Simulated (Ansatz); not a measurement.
Ansatz input

```yaml
crystal:
  lattice:
    - [0.0, 2.1927916037, 2.1927916037]
    - [2.1927916037, 0.0, 2.1927916037]
    - [2.1927916037, 2.1927916037, 0.0]
  atoms:
    - { symbol: Ta, position: [0.0, 0.0, 0.0] }
hamiltonian:
  xc: pbe
  pseudopotentials:
    kind: paw
    azcp:
      Ta: "pseudopotentials/Ta.paw.azcp"
basis:
  ecutwfc: 420
  fft_grid_basis: typed
kpoints:
  mp_grid: { grid: [14, 14, 14], shift: [0, 0, 0] }
magnetization:
  spin_polarized: false
scf:
  occupations: { method: fermi_dirac, width: 0.1 }
  lower_state_search: "off"
output:
  stress: true
```

and its output:

```
Engine: ansatz 0.2.0, x86_64-unknown-linux-gnu
Pseudopotentials: kind: paw
Pseudopotential: Ta, paw, valence charge 13, recommended cutoff 420 eV (normal) 
Functional definition: PBE
  parameter kappa = 0.804
  parameter beta = 0.06672455060314922
  exchange = pbe_x(kappa = kappa, mu = beta*pi^2/3)
  correlation = pbe_c(beta = beta)
Crystal: 1 atoms, lattice volume = 21.087 Å³
Basis set: ecut = 420 eV, 411 PW (Γ)
Bands: 11, of which v1, the nominal top of the filled ones, is band 7 counted from 1 (6 counted from 0)
Symmetry: 48 space group operations
Space group: Fm-3m (ITA 225), of the structure as read, at distance tolerance 2.8e-5 Å
k-points: 104 of 2744
Non-local potential: Ta, projectors of the file, l = 0: 3, l = 1: 2, l = 2: 2, l = 3: 1
PAW form: soft (Blöchl's): semilocal exchange-correlation on the pseudo side does not see the compensation charge
PAW one-centre angular grid: Ta, 590 points (default); XC on 64 Gauss nodes
Initial density: superposition of atomic densities (neutral atoms: chi_scale 0, normalization atom), corrected by the library's trained network
Initial wavefunctions: pseudopotential atomic-orbital guess
Functional: x = pbe(κ = 0.804, μ = 0.2195149727645171), c = pbe(β = 0.06672455060314922)
SCF iter   1: F=—  HF=-9931.897230 eV  |F-HF|=—  |Δ(HF+E_count)|=         —  Δρ=3.11e-3  dr2=1.44e-3  ethr=1.77e-3  ⟨swp⟩=5.2  Hψ=6415  notcnv=0
SCF iter   2: F=—  HF=-9931.897271 eV  |F-HF|=—  |Δ(HF+E_count)|=   4.13e-5  Δρ=2.04e-3  dr2=6.19e-4  ethr=1.11e-5  ⟨swp⟩=2.2  Hψ=2326  notcnv=0
SCF iter   3: F=—  HF=-9931.897324 eV  |F-HF|=—  |Δ(HF+E_count)|=   5.27e-5  Δρ=4.41e-4  dr2=1.22e-5  ethr=4.77e-6  ⟨swp⟩=2.2  Hψ=1463  notcnv=0
SCF iter   4: F=—  HF=-9931.897320 eV  |F-HF|=—  |Δ(HF+E_count)|=   3.93e-6  Δρ=1.54e-4  dr2=1.40e-6  ethr=9.37e-8  ⟨swp⟩=2.1  Hψ=1755  notcnv=0
SCF iter   5: F=—  HF=-9931.897320 eV  |F-HF|=—  |Δ(HF+E_count)|=   1.48e-7  Δρ=3.65e-5  dr2=1.18e-7  ethr=1.07e-8  ⟨swp⟩=2.8  Hψ=1893  notcnv=0
SCF iter   6: F=-9931.897320 eV  HF=-9931.897320 eV  |F-HF|=2.33e-9  |Δ(HF+E_count)|=   2.76e-8  Δρ=8.55e-6  dr2=5.80e-9  ethr=7.69e-10  ⟨swp⟩=3.9  Hψ=3063  notcnv=0
SCF 1 converged in 6 iterations: F = -9931.897320 eV  dr2 = 5.80e-9
SCF converged after 6 iterations
Free energy (F): -9931.897320 eV
Harris-Foulkes:  -9931.897320 eV  (|F-HF|=2.33e-9)
Internal energy: -9931.850718 eV  (E = F + TS)
E sigma→0 (E₀):  -9931.874019 eV
Entropy (-TS):   -0.046602 eV (-46.602 meV/atom)
Fermi energy:    15.864058 eV
--- Per-component energies (eV) ---
  E_band       = -145.839351
  E_kinetic    = 360.875641
  E_local      = -636.416872  (includes V_loc(G=0)·N_el)
  E_nonlocal   = 13.089606
  E_hartree    = 214.948502
  E_xc         = -216.596322
  E_vxc        = -201.544268  (∫ρ·V_xc dr)
  E_paw        = -8395.691919  (= ΣΔE_a)
  E_vpaw       = -111.741021  (= ΣTr[D̂ρ^β])
  E_aug_tail   = 0.000155  (compensation charges beyond the density's cutoff)
  E_ewald      = -1272.059509
  E_smearing   = -0.046602  (= −TS)
  E_closure    = 0.000000  (closes the sum)
  Σ components = -9931.897320   (vs F -9931.897320, Δ=0.00e0)
--- Stress (GPa, compression-positive) ---
      -17.301731       0.000000       0.000000
       -0.000000     -17.301731      -0.000000
        0.000000      -0.000000     -17.301731
  P = ⅓ Tr σ = -17.3017 GPa (-173.017 kbar)
```

Command:

```sh
ansatz run input.yaml --threads 1 --pin off --max-ram 3584MiB --backend cpu --events-out ev --progress --plain --runs-dir out
```

On 1 thread of Intel(R) Xeon(R) Platinum 8259CL CPU @ 2.50GHz (Skylake/Cascade Lake) (shared host) this took about 1.7 s of wall time and 1.7 s of CPU time.
